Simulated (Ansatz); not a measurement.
Runs of Ansatz 0.2.0 on Ag2O. It takes space group Pn-3m (No. 224, cubic). The conventional cell has a = 4.718 Å, b = 4.718 Å, c = 4.718 Å, α = 90.00°, β = 90.00°, γ = 90.00°. Ag (site symmetry -3m) is surrounded by 2 O at 2.04 Å. O (site symmetry -43m) is surrounded by 4 Ag at 2.04 Å. 

```csv
task,level,spin,cell,cutoff (eV),points for each segment of the path,gap on the mesh (eV),pressure (GPa),relaxed volume (Å³/atom)
relaxation of cell and atoms,BLYP,off,relaxed,420,-,none,0.0,(b)
relaxation of cell and atoms,revPBE,off,relaxed,420,-,none,0.0,19.29
band structure,r2SCAN,off,as given,500,14,(a),2.2,-
band structure,r2SCAN,"SOC, no magnetisation",as given,500,14,0.14,2.1,-
```

Alike in all rows: potentials or basis Ansatz PAW; k mesh 5 × 5 × 5; smearing fermi-dirac 0.05 eV.

**Question.** Estimate the missing entries.

**Answer.** (a) 0.28; (b) 19.66.

Caveats: the PAW data sets come from PBE, with cores solved anew for the run's functional, which leaves a small shift of forces and pressure; the plane-wave basis is chosen anew once the cell has moved, so the energies of steps on either side of that aren't comparable (some runs).

A k mesh can miss the band edges, and rows without SOC leave out spin-orbit coupling on Ag.

A gap of «none» marks a metal or a gap under the smearing width.
